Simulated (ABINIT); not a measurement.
# MgS (Niningerite) (Fm-3m) in ABINIT: notebook

One crystal, MgS (Niningerite), is run at these levels: PBE, LDA; tasks: band structure.

Everything below comes from runs of ABINIT 10.8.3 (patched build). Logs are shortened: lines on timing, memory, paths and dates and some standing lists are left out, and cuts for length are marked. The log counts tension as positive stress, the text compression.

## Step 1: Starting point

Symmetry: Fm-3m, No. 225, cubic system. Conventional cell: a = 5.203 Å, b = 5.203 Å, c = 5.203 Å, α = 90.00°, β = 90.00°, γ = 90.00°. S (site symmetry m-3m) has 6 Mg at 2.60 Å as nearest neighbours. Mg (site symmetry m-3m) is surrounded by 6 S at 2.60 Å.

## Step 2: Band structure, PBE

Input file run.abi:

```
# Datasets: ground state, then fixed potential
ndtset 2

# Pseudopotentials
pp_dirpath "./"
pseudos "S.GGA_PBE-JTH.xml, Mg.GGA_PBE-JTH.xml"

# Structure
acell 3*1.0 Angstrom
rprim
     0.0000000000     2.6016500000     2.6016500000
     2.6016500000     0.0000000000     2.6016500000
     2.6016500000     2.6016500000     0.0000000000
ntypat 2
znucl 16 12
natom 2
typat 1 2
xcart
     2.6016500000     2.6016500000     2.6016500000
     0.0000000000     0.0000000000     0.0000000000 Angstrom

# Plane-wave basis
ecut 20.0
pawecutdg 40.0
pawxcdev 0

# Exchange and correlation
ixc 11

# Bands and occupations
occopt 3
tsmear 0.05 eV

# SCF cycle
nstep 100

# Output
iomode 3
prtwf 0
prteig 0
prtebands 0
enunit 1
prtden1 1
prtvha1 1
prtvclmb1 1
prtpot1 1

# Dataset 1
kptopt1 1
ngkpt1 9 9 9
nshiftk1 1
shiftk1 0.0 0.0 0.0
nband1 12
tolvrs1 1.0e-9

# Dataset 2: bands along G-X-W-K-G-L-U-W-L-K
iscf2 -2
getden2 1
nband2 18
nbdbuf2 4
tolwfr2 1.0e-11
kptopt2 -9
ndivsm2 5
prteig2 1
prtvol2 -3
kptbounds2
     0.0000000000     0.0000000000     0.0000000000
     0.5000000000     0.0000000000     0.5000000000
     0.5000000000     0.2500000000     0.7500000000
     0.3750000000     0.3750000000     0.7500000000
     0.0000000000     0.0000000000     0.0000000000
     0.5000000000     0.5000000000     0.5000000000
     0.6250000000     0.2500000000     0.6250000000
     0.5000000000     0.2500000000     0.7500000000
     0.5000000000     0.5000000000     0.5000000000
     0.3750000000     0.3750000000     0.7500000000
```

Potentials or basis: JTH PAW PBE v2.0.

Launch:

```bash
$ abinit run.abi > log 2>&1
```

run.abo:

```text
.Version 10.8.3 of ABINIT
 DATASET    1 : space group Fm -3 m (#225); Bravais cF (face-center cubic)
================================================================================
 Values of the parameters that define the memory need for DATASET  1.
     intxc =       0    ionmov =       0      iscf =      17    lmnmax =       8
     lnmax =       4     mgfft =      30  mpssoang =       2    mqgrid =    3001
     natom =       2  nloc_mem =       2    nspden =       1   nspinor =       1
    nsppol =       1      nsym =      48    n1xccc =       1    ntypat =       2
    occopt =       3   xclevel =       2
       mpw =        1026          nfft =       27000          nkpt =          35
 PAW method is used; the additional fine FFT grid is defined by:
   mgfftf=        40    nfftf =     64000
================================================================================
================================================================================

 DATASET    2 : space group Fm -3 m (#225); Bravais cF (face-center cubic)
================================================================================
 Values of the parameters that define the memory need for DATASET  2.
     intxc =       0    ionmov =       0      iscf =      -2    lmnmax =       8
     lnmax =       4     mgfft =      30  mpssoang =       2    mqgrid =    3001
     natom =       2  nloc_mem =       2    nspden =       1   nspinor =       1
    nsppol =       1      nsym =      48    n1xccc =       1    ntypat =       2
    occopt =       3   xclevel =       2
       mpw =        1036          nfft =       27000          nkpt =          87
 PAW method is used; the additional fine FFT grid is defined by:
   mgfftf=        40    nfftf =     64000
================================================================================
================================================================================

--------------------------------------------------------------------------------
------------- Echo of variables that govern the present computation ------------
--------------------------------------------------------------------------------
 -outvars: echo values of preprocessed input variables --------
            acell      1.8897261259E+00  1.8897261259E+00  1.8897261259E+00 Bohr
              amu      3.20660000E+01  2.43050000E+01
             ecut      2.00000000E+01 Hartree
           enunit           1
           getden1          0
           getden2          1
             iscf1         17
             iscf2         -2
              ixc          11
           jdtset        1    2
           kptopt1          1
           kptopt2         -9
         kptrlatt        9    0    0      0    9    0      0    0    9
          kptrlen1     6.25756321E+01
          kptrlen2     3.00000000E+01
            natom           2
            nband1         12
            nband2         18
           nbdbuf1          0
           nbdbuf2          4
           ndtset           2
           ndivsm1          0
           ndivsm2          5
            ngfft          30      30      30
          ngfftdg          40      40      40
             nkpt1         35
             nkpt2         87
            nstep         100
             nsym          48
           ntypat           2
           occopt           3
        pawecutdg      4.00000000E+01 Hartree
         pawxcdev           0
        prtebands           0
           prteig1          0
           prteig2          1
           prtpot1          1
           prtpot2          0
         prtvclmb1          1
         prtvclmb2          0
           prtvha1          1
           prtvha2          0
           prtvol1          0
           prtvol2         -3
            prtwf           0
            rprim      0.0000000000E+00  2.6016500000E+00  2.6016500000E+00
                       2.6016500000E+00  0.0000000000E+00  2.6016500000E+00
                       2.6016500000E+00  2.6016500000E+00  0.0000000000E+00
           shiftk1     0.00000000E+00  0.00000000E+00  0.00000000E+00
           shiftk2     5.00000000E-01  5.00000000E-01  5.00000000E-01
          spgroup         225
           tolvrs1     1.00000000E-09
           tolvrs2     0.00000000E+00
[... 248 lines left out ...]
         ecut(hartree)=     40.000   => boxcut(ratio)=   2.02070
--------------------------------------------------------------------------------

================================================================================
 Non-SCF case, kpt    1 (  0.00000  0.00000  0.00000), residuals and eigenvalues=
  6.72E-12  2.78E-12  5.57E-12  1.61E-12  1.99E-12  5.33E-12  5.35E-12  1.15E-12
  9.94E-13  1.54E-12  6.22E-12  6.46E-12  6.36E-12  4.37E-12  8.83E-12  6.90E-12
  7.26E-12  4.05E-12
 -2.5531E+00 -1.3312E+00 -1.3312E+00 -1.3312E+00 -2.7387E-01  1.9153E-01
  1.9153E-01  1.9153E-01  3.2771E-01  4.8290E-01  4.8290E-01  4.8290E-01
  5.6919E-01  5.6919E-01  6.5254E-01  6.7932E-01  6.7932E-01  6.7932E-01
 Non-SCF case, kpt    2 (  0.03571  0.00000  0.03571), residuals and eigenvalues=
  5.86E-12  1.78E-12  4.26E-12  2.40E-12  8.12E-12  2.67E-12  3.06E-12  2.05E-12
  2.45E-12  5.66E-12  3.52E-12  3.93E-12  9.31E-12  5.27E-12  4.38E-12  9.51E-12
  2.78E-12  7.82E-12
[... 584 lines left out ...]
 Non-SCF case, kpt   86 (  0.38889  0.38889  0.72222), residuals and eigenvalues=
  8.70E-12  8.16E-12  5.88E-12  4.34E-12  5.89E-12  9.62E-12  1.77E-12  5.98E-12
  2.50E-12  2.38E-12  3.62E-12  3.32E-12  2.08E-12  7.41E-12  3.70E-09  1.40E-06
  4.51E-06  1.06E-05
 -2.5531E+00 -1.3314E+00 -1.3314E+00 -1.3313E+00 -2.1321E-01  5.5593E-02
  7.4349E-02  1.4448E-01  3.4226E-01  4.5168E-01  5.3471E-01  5.4730E-01
  6.2778E-01  6.7418E-01  8.0642E-01  8.4867E-01  8.6438E-01  8.7340E-01
 Non-SCF case, kpt   87 (  0.37500  0.37500  0.75000), residuals and eigenvalues=
  3.11E-12  3.84E-12  4.43E-12  8.87E-12  3.06E-12  4.11E-12  8.59E-12  4.54E-12
  7.73E-12  6.09E-12  7.54E-12  7.34E-12  6.42E-12  2.65E-12  1.86E-07  5.27E-07
  9.79E-06  3.74E-05
 -2.5531E+00 -1.3314E+00 -1.3314E+00 -1.3313E+00 -2.1234E-01  5.6195E-02
  7.4767E-02  1.4164E-01  3.3526E-01  4.3750E-01  5.4690E-01  5.6138E-01
  6.2893E-01  6.8436E-01  8.1859E-01  8.3339E-01  8.5768E-01  8.8358E-01

--- !ResultsGS
iteration_state: {dtset: 2, }
comment   : Summary of ground state results
lattice_vectors:
- [  0.0000000,   4.9164060,   4.9164060, ]
- [  4.9164060,   0.0000000,   4.9164060, ]
- [  4.9164060,   4.9164060,   0.0000000, ]
lattice_lengths: [   6.95285,    6.95285,    6.95285, ]
lattice_angles: [ 60.000,  60.000,  60.000, ] # degrees, (23, 13, 12)
lattice_volume:   2.3766937E+02
convergence: {deltae:  0.000E+00, res2:  0.000E+00, residm:  9.959E-12, diffor:  0.000E+00, }
etotal    :  -7.40042579E+01
entropy   :   0.00000000E+00
fermie    :   2.42011544E-01
cartesian_stress_tensor: null
pressure_GPa: null
xred      :
- [  5.0000E-01,   5.0000E-01,   5.0000E-01,  S]
- [  0.0000E+00,   0.0000E+00,   0.0000E+00, Mg]
cartesian_forces: null
force_length_stats: {min: null, max: null, mean: null, }
...

 Integrated electronic density in atomic spheres:
 ------------------------------------------------
 Atom  Sphere_radius  Integrated_density
    1        1.90380          3.64614041
    2        1.90158          8.19297222

================================================================================

 ----iterations are completed or convergence reached----

 Mean square residual over all n,k,spin=   43.917E-13; max=  99.594E-13
 reduced coordinates (array xred) for    2 atoms
       0.500000000000      0.500000000000      0.500000000000
       0.000000000000      0.000000000000      0.000000000000

 cartesian coordinates (angstrom) at end:
    1      2.60165000000000     2.60165000000000     2.60165000000000
    2      0.00000000000000     0.00000000000000     0.00000000000000
 length scales=  1.889726125908  1.889726125908  1.889726125908 bohr
              =  1.000000000000  1.000000000000  1.000000000000 angstroms
 Eigenvalues (   eV  ) for nkpt=  87  k points:
 kpt#   1, nband= 18, wtk=  1.00000, kpt=  0.0000  0.0000  0.0000 (reduced coord)
 -69.47380  -36.22449  -36.22449  -36.22449   -7.45232    5.21178    5.21178    5.21178
   8.91754   13.14025   13.14025   13.14025   15.48857   15.48857   17.75651   18.48523
  18.48523   18.48523
 kpt#   2, nband= 18, wtk=  1.00000, kpt=  0.0357  0.0000  0.0357 (reduced coord)
 -69.47379  -36.22462  -36.22453  -36.22453   -7.43546    5.10269    5.18231    5.18231
   9.04229   13.03769   13.19829   13.19829   15.25242   15.50983   17.91353   18.52694
  18.52694   18.71439
 kpt#   3, nband= 18, wtk=  1.00000, kpt=  0.0714  0.0000  0.0714 (reduced coord)
 -69.47378  -36.22499  -36.22472  -36.22472   -7.38533    4.81444    5.09750    5.09750
   9.37366   12.76546   13.36699   13.36699   14.69942   15.57264   18.34838   18.65269
  18.65269   19.25416
 kpt#   4, nband= 18, wtk=  1.00000, kpt=  0.1071  0.0000  0.1071 (reduced coord)
 -69.47375  -36.22539  -36.22495  -36.22495   -7.30323    4.42103    4.96692    4.96692
   9.82237   12.39602   13.63623   13.63623   14.04215   15.67591   18.86428   18.86428
  18.98931   19.91555
 kpt#   5, nband= 18, wtk=  1.00000, kpt=  0.1429  0.0000  0.1429 (reduced coord)
[... 317 lines left out ...]
   9.84397   12.47460   13.72336   14.44348   17.45759   18.22062   20.37881   22.60180
  23.04733   24.57628
 kpt#  85, nband= 18, wtk=  1.00000, kpt=  0.4028  0.4028  0.6944 (reduced coord)
 -69.47340  -36.22978  -36.22825  -36.22630   -5.84555    1.30573    2.29244    4.02674
   9.55671   12.55149   14.15369   14.50927   17.23280   18.21854   21.20351   23.18711
  23.22111   24.07181
 kpt#  86, nband= 18, wtk=  1.00000, kpt=  0.3889  0.3889  0.7222 (reduced coord)
 -69.47339  -36.22953  -36.22863  -36.22652   -5.80179    1.51278    2.02313    3.93159
   9.31324   12.29097   14.55023   14.89287   17.08267   18.34531   21.94380   23.09358
  23.52085   23.76648
 kpt#  87, nband= 18, wtk=  1.00000, kpt=  0.3750  0.3750  0.7500 (reduced coord)
 -69.47339  -36.22959  -36.22854  -36.22664   -5.77801    1.52914    2.03452    3.85430
   9.12284   11.90507   14.88204   15.27586   17.11402   18.62225   22.27489   22.67775
  23.33860   24.04338

== END DATASET(S) ==============================================================
================================================================================

 -outvars: echo values of variables after computation  --------
            acell      1.8897261259E+00  1.8897261259E+00  1.8897261259E+00 Bohr
           etotal1    -7.4004257861E+01
            fcart1    -0.0000000000E+00 -0.0000000000E+00 -0.0000000000E+00
                      -0.0000000000E+00 -0.0000000000E+00 -0.0000000000E+00
            rprim      0.0000000000E+00  2.6016500000E+00  2.6016500000E+00
                       2.6016500000E+00  0.0000000000E+00  2.6016500000E+00
                       2.6016500000E+00  2.6016500000E+00  0.0000000000E+00
           strten1    -3.6504709001E-05 -3.6504709001E-05 -3.6504709001E-05
                       0.0000000000E+00  0.0000000000E+00  0.0000000000E+00
           xangst      2.6016500000E+00  2.6016500000E+00  2.6016500000E+00
                       0.0000000000E+00  0.0000000000E+00  0.0000000000E+00
             xred      5.0000000000E-01  5.0000000000E-01  5.0000000000E-01
                       0.0000000000E+00  0.0000000000E+00  0.0000000000E+00
 Calculation completed.
```

Run time: 23 s. Hardware: 1 thread of Intel Xeon 6975P-C (Granite Rapids), shared host; peak memory 0.12 GiB.

Results:

```
Free energy                                           : -2013.7584 eV
Pressure                                              : 1.1 GPa
Band gap on the k mesh                                : 2.91 eV, indirect (least direct gap 3.71 eV)
Band gap along the path                               : 2.78 eV, indirect (least direct gap 3.71 eV)
Valence electrons inside the program's atomic spheres : S 3.65; Mg 8.19
```

Levels at the corners of the path, in eV from the valence-band top:
```csv
point,band 5,band 6,band 7,band 8,band 9,band 10,band 11,band 12
Γ,-12.66,0.00,0.00,0.00,3.71,7.93,7.93,7.93
X,-10.99,-4.18,-1.68,-1.68,2.78,4.39,12.01,12.68
W,-10.94,-3.22,-3.22,-2.35,5.25,7.94,7.94,8.06
K,-10.99,-3.68,-3.18,-1.36,3.91,6.69,9.67,10.06
Γ,-12.66,0.00,0.00,0.00,3.71,7.93,7.93,7.93
L,-11.35,-4.82,-0.59,-0.59,4.54,6.89,6.89,10.15
U,-10.99,-3.68,-3.18,-1.36,3.91,6.69,9.67,10.06
W,-10.94,-3.22,-3.22,-2.35,5.25,7.94,7.94,8.06
L,-11.35,-4.82,-0.59,-0.59,4.54,6.89,6.89,10.15
K,-10.99,-3.68,-3.18,-1.36,3.91,6.69,9.67,10.06
```

Caveat: the mesh misses the band edges, which the band path finds closer together.

## Step 3: Band structure, LDA

run.abi, as its differences from that of step 2:

```diff
@@ -5,3 +5,3 @@
 pp_dirpath "./"
-pseudos "S.GGA_PBE-JTH.xml, Mg.GGA_PBE-JTH.xml"
+pseudos "S.LDA_PW-JTH.xml, Mg.LDA_PW-JTH.xml"
 
@@ -24,6 +24,5 @@
 pawecutdg 40.0
-pawxcdev 0
 
 # Exchange and correlation
-ixc 11
+ixc 7
```

Potentials or basis: JTH PAW LDA v2.0.

Launch:

```bash
$ abinit run.abi > log 2>&1
```

It took 23 s on 1 thread of Intel Xeon 6975P-C (Granite Rapids), shared host; peak memory 0.1 GiB.

The run converged. Its results:

| Property | Result |
| --- | --- |
| Free energy | -2012.7527 eV |
| Pressure | -3.3 GPa |
| Band gap on the k mesh | 2.70 eV, indirect (least direct gap 3.47 eV) |
| Band gap along the path | 2.57 eV, indirect (least direct gap 3.47 eV) |
| Valence electrons inside the program's atomic spheres | S 3.63; Mg 8.20 |

Levels at the corners of the path, in eV from the valence-band top:
| point | band 5 | band 6 | band 7 | band 8 | band 9 | band 10 | band 11 | band 12 |
| --- | --- | --- | --- | --- | --- | --- | --- | --- |
| Γ | -12.65 | 0.00 | 0.00 | 0.00 | 3.47 | 7.81 | 7.81 | 7.81 |
| X | -10.95 | -4.24 | -1.70 | -1.70 | 2.57 | 4.25 | 11.80 | 12.60 |
| W | -10.90 | -3.27 | -3.27 | -2.41 | 5.08 | 7.81 | 7.81 | 7.86 |
| K | -10.95 | -3.74 | -3.24 | -1.38 | 3.72 | 6.56 | 9.50 | 9.92 |
| Γ | -12.65 | 0.00 | 0.00 | 0.00 | 3.47 | 7.81 | 7.81 | 7.81 |
| L | -11.31 | -4.90 | -0.59 | -0.59 | 4.37 | 6.73 | 6.73 | 9.88 |
| U | -10.95 | -3.74 | -3.24 | -1.38 | 3.72 | 6.56 | 9.50 | 9.92 |
| W | -10.90 | -3.27 | -3.27 | -2.41 | 5.08 | 7.81 | 7.81 | 7.86 |
| L | -11.31 | -4.90 | -0.59 | -0.59 | 4.37 | 6.73 | 6.73 | 9.88 |
| K | -10.95 | -3.74 | -3.24 | -1.38 | 3.72 | 6.56 | 9.50 | 9.92 |

Caveat: the mesh misses the band edges, which the band path finds closer together. Expect the measured gap to be larger: semilocal functionals such as LDA lack the derivative discontinuity.
